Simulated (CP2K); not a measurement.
# AlN (F-43m) in CP2K: further runs

Aim: see how the results for AlN move with the level of theory and the settings. Levels: PBE, LDA. Tasks: band structure.

All numbers are computed with CP2K 2026.2; they aren't measurements. Logs are shortened: lines on timing, memory, paths and dates and some standing lists are left out, and cuts for length are marked.

## 1. Starting point

Symmetry: F-43m, No. 216, cubic system. The conventional cell has a = 4.368 Å, b = 4.368 Å, c = 4.368 Å, α = 90.00°, β = 90.00°, γ = 90.00°. Al (site symmetry -43m) is surrounded by 4 N at 1.89 Å. Around N (site symmetry -43m) lie 4 Al at 1.89 Å.

Measurements of this composition are mostly on another form, of space group No. 186.

## 2. Band structure, PBE

File aln_bands.inp:

```
&GLOBAL
  PROJECT aln_bands
  RUN_TYPE ENERGY_FORCE
  PRINT_LEVEL LOW
&END GLOBAL
&FORCE_EVAL
  METHOD QS
  STRESS_TENSOR ANALYTICAL
  &DFT
    BASIS_SET_FILE_NAME BASIS_MOLOPT_UZH
    POTENTIAL_FILE_NAME POTENTIAL_UZH
    &MGRID
      CUTOFF 675
      REL_CUTOFF 60
      NGRIDS 5
    &END MGRID
    &QS
      METHOD GPW
      EPS_DEFAULT 1.0E-9
    &END QS
    &KPOINTS
      SCHEME MONKHORST-PACK 10 10 10
      GAMMA_CENTERED T
      SYMMETRY T
      SYMMETRY_BACKEND SPGLIB
    &END KPOINTS
    &SCF
      SCF_GUESS ATOMIC
      EPS_SCF 1.0E-6
      MAX_SCF 100
      ADDED_MOS 10
      CHOLESKY OFF
      EPS_EIGVAL 1.0E-7
      &DIAGONALIZATION ON
        ALGORITHM STANDARD
      &END DIAGONALIZATION
      &MIXING ON
        METHOD BROYDEN_MIXING
        ALPHA 0.4
        BETA 1.5
        NBUFFER 8
      &END MIXING
      &SMEAR ON
        METHOD FERMI_DIRAC
        ELECTRONIC_TEMPERATURE 580.23
      &END SMEAR
    &END SCF
    &XC
      &XC_FUNCTIONAL
        &GGA_X_PBE
        &END GGA_X_PBE
        &GGA_C_PBE
        &END GGA_C_PBE
      &END XC_FUNCTIONAL
    &END XC
    &PRINT
      &KPOINTS ON
      &END KPOINTS
      &MULLIKEN ON
      &END MULLIKEN
      &MO ON
        ENERGIES T
        OCCUPATION_NUMBERS T
        &EACH
          QS_SCF 0
        &END EACH
        ADD_LAST NUMERIC
      &END MO
      &BAND_STRUCTURE
        FILE_NAME bands.bs
        ADDED_MOS 2
        &KPOINT_SET
          UNITS B_VECTOR
          NPOINTS 10
          SPECIAL_POINT GAMMA 0.00000000 0.00000000 0.00000000
          SPECIAL_POINT X 0.50000000 0.00000000 0.50000000
          SPECIAL_POINT W 0.50000000 0.25000000 0.75000000
          SPECIAL_POINT K 0.37500000 0.37500000 0.75000000
          SPECIAL_POINT GAMMA 0.00000000 0.00000000 0.00000000
          SPECIAL_POINT L 0.50000000 0.50000000 0.50000000
          SPECIAL_POINT U 0.62500000 0.25000000 0.62500000
          SPECIAL_POINT W 0.50000000 0.25000000 0.75000000
          SPECIAL_POINT L 0.50000000 0.50000000 0.50000000
          SPECIAL_POINT K 0.37500000 0.37500000 0.75000000
        &END KPOINT_SET
        &KPOINT_SET
          UNITS B_VECTOR
          NPOINTS 10
          SPECIAL_POINT U 0.62500000 0.25000000 0.62500000
          SPECIAL_POINT X 0.50000000 0.00000000 0.50000000
        &END KPOINT_SET
      &END BAND_STRUCTURE
    &END PRINT
  &END DFT
  &SUBSYS
    &CELL
      A 3.0886333121 0.0000000000 0.0000000000
      B 1.5443166561 2.6748349113 0.0000000000
      C 1.5443166561 0.8916116371 2.5218585391
      PERIODIC XYZ
    &END CELL
    &COORD
      SCALED
      Al  0.0000000000 0.0000000000 0.0000000000
      N   0.2500000000 0.2500000000 0.2500000000
    &END COORD
    &KIND Al
      BASIS_SET TZVP-MOLOPT-PBE-GTH-q3
      POTENTIAL GTH-PBE-q3
    &END KIND
    &KIND N
      BASIS_SET TZVP-MOLOPT-PBE-GTH-q5
      POTENTIAL GTH-PBE-q5
    &END KIND
    &PRINT
      &ATOMIC_COORDINATES ON
      &END ATOMIC_COORDINATES
      &CELL ON
      &END CELL
    &END PRINT
  &END SUBSYS
  &PRINT
    &FORCES ON
    &END FORCES
    &STRESS_TENSOR ON
    &END STRESS_TENSOR
  &END PRINT
&END FORCE_EVAL
```

Potentials or basis: POTENTIAL_UZH Al GTH-PBE-q3, N GTH-PBE-q5; TZVP-MOLOPT-PBE-GTH basis.

Launch:

```bash
$ OMP_NUM_THREADS=1 cp2k.psmp -i aln_bands.inp -o aln_bands.out
```

aln_bands.out:

```text

 CP2K| version string:                                       CP2K version 2026.2
 CP2K| Input file name                                             aln_bands.inp

 GLOBAL| Force Environment number                                              1
 GLOBAL| Basis set file name                                    BASIS_MOLOPT_UZH
 GLOBAL| Potential file name                                       POTENTIAL_UZH
 GLOBAL| MM Potential file name                                     MM_POTENTIAL
 GLOBAL| Coordinate file name                                      __STD_INPUT__
 GLOBAL| Method name                                                        CP2K
 GLOBAL| Project name                                                  aln_bands
 GLOBAL| Run type                                                   ENERGY_FORCE
 GLOBAL| FFT library                                                       FFTW3
[... 6 lines left out ...]
 GLOBAL| Total number of message passing processes                             1
 GLOBAL| Number of threads for this process                                    1
 GLOBAL| CPU model name                                 Intel(R) Xeon(R) 6975P-C

 CELL| Volume [angstrom^3]:                                            20.834547
 CELL| Vector a [angstrom]:       3.089     0.000     0.000   |a| =     3.088633
 CELL| Vector b [angstrom]:       1.544     2.675     0.000   |b| =     3.088633
 CELL| Vector c [angstrom]:       1.544     0.892     2.522   |c| =     3.088633
 CELL| Angle (b,c), alpha [degree]:                                    60.000000
 CELL| Angle (a,c), beta  [degree]:                                    60.000000
 CELL| Angle (a,b), gamma [degree]:                                    60.000000
 CELL| Numerically orthorhombic:                                              NO
 CELL| Periodicity                                                           XYZ

 CELL_REF| Volume [angstrom^3]:                                        20.834547
 CELL_REF| Vector a [angstrom     3.089     0.000     0.000   |a| =     3.088633
 CELL_REF| Vector b [angstrom     1.544     2.675     0.000   |b| =     3.088633
 CELL_REF| Vector c [angstrom     1.544     0.892     2.522   |c| =     3.088633
 CELL_REF| Angle (b,c), alpha [degree]:                                60.000000
 CELL_REF| Angle (a,c), beta  [degree]:                                60.000000
 CELL_REF| Angle (a,b), gamma [degree]:                                60.000000
 CELL_REF| Numerically orthorhombic:                                          NO
 CELL_REF| Periodicity                                                       XYZ
[... 9 lines left out ...]
 TOTAL NUMBERS AND MAXIMUM NUMBERS

  Total number of            - Atomic kinds:                                   2
                             - Atoms:                                          2
                             - Shell sets:                                     2
                             - Shells:                                        14
                             - Primitive Cartesian functions:                  9
                             - Cartesian basis functions:                     36
                             - Spherical basis functions:                     34

  Maximum angular momentum of- Orbital basis functions:                        2
                             - Local part of the GTH pseudopotential:          2
                             - Non-local part of the GTH pseudopotential:      2

 MODULE QUICKSTEP: ATOMIC COORDINATES IN ANGSTROM

   Atom Kind Element         X             Y             Z       Z(eff)     Mass
      1    1 Al   13      0.000000      0.000000      0.000000   3.0000  26.9815
      2    2 N     7      1.544317      0.891612      0.630465   5.0000  14.0067

 SCF PARAMETERS         Density guess:                                    ATOMIC
[... 9 lines left out ...]
                        --------------------------------------------------------
                        level_shift [a.u.]:                             0.000000
                        added MOs                                        10    0
                        --------------------------------------------------------
                        Mixing method:                            BROYDEN_MIXING
                                                charge density mixing in g-space
                        --------------------------------------------------------
                        Smear method:                                FERMI_DIRAC
                        Electronic temperature [K]:                        580.2
                        Electronic temperature [a.u.]:                  1.84E-03
[... 71 lines left out ...]
  Step     Update method      Time    Convergence         Total energy    Change
  ------------------------------------------------------------------------------
     1 NoMix/Diag. 0.40E+00    2.5     1.95581007       -12.2612828391 -1.23E+01
     2 Broy./Diag. 0.40E+00    2.2     0.11557971       -10.6681585051  1.59E+00
     3 Broy./Diag. 0.40E+00    2.2     0.10773858       -11.6976599652 -1.03E+00
     4 Broy./Diag. 0.40E+00    2.3     0.01152086       -12.1257408952 -4.28E-01
     5 Broy./Diag. 0.40E+00    2.1     0.00485021       -12.1004124159  2.53E-02
     6 Broy./Diag. 0.40E+00    2.2     0.00393802       -12.1239651175 -2.36E-02
     7 Broy./Diag. 0.40E+00    2.2     0.00108709       -12.1267928676 -2.83E-03
     8 Broy./Diag. 0.40E+00    2.1     0.00044021       -12.1243171626  2.48E-03
     9 Broy./Diag. 0.40E+00    2.2     0.00009667       -12.1256866806 -1.37E-03
    10 Broy./Diag. 0.40E+00    2.2     0.00008709       -12.1258223289 -1.36E-04
    11 Broy./Diag. 0.40E+00    2.3     0.00000898       -12.1257151610  1.07E-04
    12 Broy./Diag. 0.40E+00    2.2     0.00000484       -12.1257367804 -2.16E-05
    13 Broy./Diag. 0.40E+00    2.2     0.00000101       -12.1257261761  1.06E-05
    14 Broy./Diag. 0.40E+00    2.2     0.00000036       -12.1257226499  3.53E-06

  *** SCF run converged in    14 steps ***

  Electronic density on regular grids:         -7.9999999958        0.0000000042
  Core density on regular grids:                7.9999999905       -0.0000000095
  Total charge density on r-space grids:       -0.0000000053
  Total charge density g-space grids:          -0.0000000053

  Overlap energy of the core charge distribution:               0.00000000030937
  Self energy of the core charge distribution:                -30.48928552163750
  Core Hamiltonian energy:                                      8.67068801758536
  Hartree energy:                                              13.15009257417064
  Exchange-correlation energy:                                 -3.45721772029532
  Electronic entropic energy:                                  -0.00000000000001
  Fermi energy:                                                 0.28973365751337

  Total energy:                                               -12.12572264986746
  Total energy (extrapolated to T->0):                        -12.12572264986746

 MO| EIGENVALUES AND OCCUPATION NUMBERS FOR K POINT 1
 MO|
 MO|  Index      Eigenvalue [a.u.]        Eigenvalue [eV]             Occupation
 MO|      1              -0.274081              -7.458129               2.000000
 MO|      2               0.014713               0.400364               2.000000
 MO|      3               0.196079               5.335579               2.000000
 MO|      4               0.196079               5.335583               2.000000
 MO|      5               0.479947              13.060009               0.000000
 MO|      6               0.586656              15.963721               0.000000
 MO|      7               0.636259              17.313500               0.000000
 MO|      8               0.636262              17.313574               0.000000
 MO|      9               0.911579              24.805337               0.000000
 MO|     10               0.940071              25.580639               0.000000
 MO|     11               0.940072              25.580655               0.000000
 MO|     12               1.169862              31.833576               0.000000
 MO|     13               1.169864              31.833616               0.000000
[... 263 lines left out ...]
 MO|      4               0.145290               3.953551               2.000000
 MO|      5               0.384362              10.459027               0.000000
 MO|      6               0.564269              15.354542               0.000000
 MO|      7               0.678680              18.467823               0.000000
 MO|      8               0.751064              20.437489               0.000000
 MO|      9               0.791761              21.544925               0.000000
 MO|     10               1.035547              28.178669               0.000000
 MO|     11               1.116877              30.391780               0.000000
 MO|     12               1.208834              32.894049               0.000000
 MO|     13               1.215391              33.072476               0.000000
 MO|     14               1.385495              37.701234               0.000000
 MO| Sum:                                                               8.000000
 MO| E(Fermi):            0.289734 a.u.          7.884054 eV
 MO| Band gap:            0.239072 a.u.          6.505476 eV

 [... the levels of further k-points ...]

 !-----------------------------------------------------------------------------!
                     Mulliken Population Analysis

 #  Atom  Element  Kind  Atomic population                           Net charge
       1     Al       1          1.624832                              1.375168
       2     N        2          6.375168                             -1.375168
 # Total charge                              8.000000                 -0.000000

 !-----------------------------------------------------------------------------!

 KPOINTS| Band Structure Calculation
 KPOINTS| Number of k-point sets                                               2
 KPOINTS| Number of added MOs/bands                                            2
 KPOINTS| Number of k-points in set    1                                      91
 KPOINTS| In units of b-vector [2pi/Bohr]
 KPOINTS| Special point     1       GAMMA     0.000000     0.000000     0.000000
 KPOINTS| Special point     2           X     0.500000     0.000000     0.500000
 KPOINTS| Special point     3           W     0.500000     0.250000     0.750000
 KPOINTS| Special point     4           K     0.375000     0.375000     0.750000
 KPOINTS| Special point     5       GAMMA     0.000000     0.000000     0.000000
 KPOINTS| Special point     6           L     0.500000     0.500000     0.500000
 KPOINTS| Special point     7           U     0.625000     0.250000     0.625000
 KPOINTS| Special point     8           W     0.500000     0.250000     0.750000
 KPOINTS| Special point     9           L     0.500000     0.500000     0.500000
 KPOINTS| Special point    10           K     0.375000     0.375000     0.750000
 KPOINTS| Number of k-points in set    2                                      11
 KPOINTS| In units of b-vector [2pi/Bohr]
 KPOINTS| Special point     1           U     0.625000     0.250000     0.625000
 KPOINTS| Special point     2           X     0.500000     0.000000     0.500000

 ENERGY| Total FORCE_EVAL ( QS ) energy [hartree]            -12.125722932808554

 FORCES| Atomic forces [hartree/bohr]
 FORCES|   Atom     x               y               z               |f|
 FORCES|      1 -1.23089592E-08 -5.47128641E-08  5.17733483E-08   7.63248818E-08
 FORCES|      2  1.00764465E-08  5.34213725E-08 -5.26905255E-08   7.57077889E-08
 FORCES| Sum    -2.23251269E-09 -1.29149163E-09 -9.17177185E-10
 FORCES| Total atomic force                                       2.73738517E-09

 STRESS| Analytical stress tensor [bar]
 STRESS|                        x                   y                   z
 STRESS|      x        3.80466202338E+04  -5.22124666918E-02   5.81280110330E-02
 STRESS|      y       -5.22124666918E-02   3.80462351820E+04   1.16510478621E+00
 STRESS|      z        5.81280110330E-02   1.16510478621E+00   3.80473018069E+04
 STRESS| 1/3 Trace                                             3.80467190743E+04
 STRESS| Determinant                                           5.50746358933E+13

 STRESS| Eigenvectors and eigenvalues of the analytical stress tensor [bar]
 STRESS|                        1                   2                   3
 STRESS| Eigenvalues   3.80454821431E+04   3.80466249219E+04   3.80480501578E+04
 STRESS|      x           0.066064777271      0.997709964778      0.014500737431
 STRESS|      y           0.839362591349     -0.063425901862      0.539858866017
 STRESS|      z          -0.539542292549      0.023494279195      0.841630639530
```

It took 36 s on 1 thread of Intel Xeon 6975P-C (Granite Rapids), shared host; peak memory 0.34 GiB.

What came out:

```yaml
Free_energy: -329.9577 eV
Pressure: 3.8 GPa
Band_gap_on_the_k_mesh: 3.32 eV, indirect (least direct gap 4.22 eV)
Band_gap_along_the_path: 3.32 eV, indirect (least direct gap 4.22 eV)
Mulliken_charges: Al +1.38; N -1.38 e
```

Levels at the corners of the path, in eV from the valence-band top:
```tsv
point	band 1	band 2	band 3	band 4	band 5	band 6	band 7	band 8
Γ	-15.00	0.00	0.00	0.00	4.22	12.57	12.57	12.57
X	-12.31	-4.92	-1.77	-1.77	3.32	8.62	14.02	15.77
W	-12.26	-3.78	-3.46	-2.70	6.05	11.61	12.06	12.10
K	-12.33	-4.27	-3.65	-1.37	5.17	10.16	13.13	14.39
Γ	-15.00	0.00	0.00	0.00	4.22	12.57	12.57	12.57
L	-12.95	-5.88	-0.47	-0.47	7.42	9.97	11.30	11.30
U	-12.33	-4.27	-3.65	-1.37	5.17	10.16	13.13	14.39
W	-12.26	-3.78	-3.46	-2.70	6.05	11.61	12.06	12.10
L	-12.95	-5.88	-0.47	-0.47	7.42	9.97	11.30	11.30
K	-12.33	-4.27	-3.65	-1.37	5.17	10.16	13.13	14.39
U	-12.33	-4.27	-3.65	-1.37	5.17	10.16	13.13	14.39
X	-12.31	-4.92	-1.77	-1.77	3.32	8.62	14.02	15.77
```

Caveat: Mulliken charges move with the basis; the basis of atomic orbitals isn't converged, which shifts pressures, moduli and gaps. A hybrid or GW would open this gap; PBE tends to underestimate it.

(Continued in part 2 of 2.)
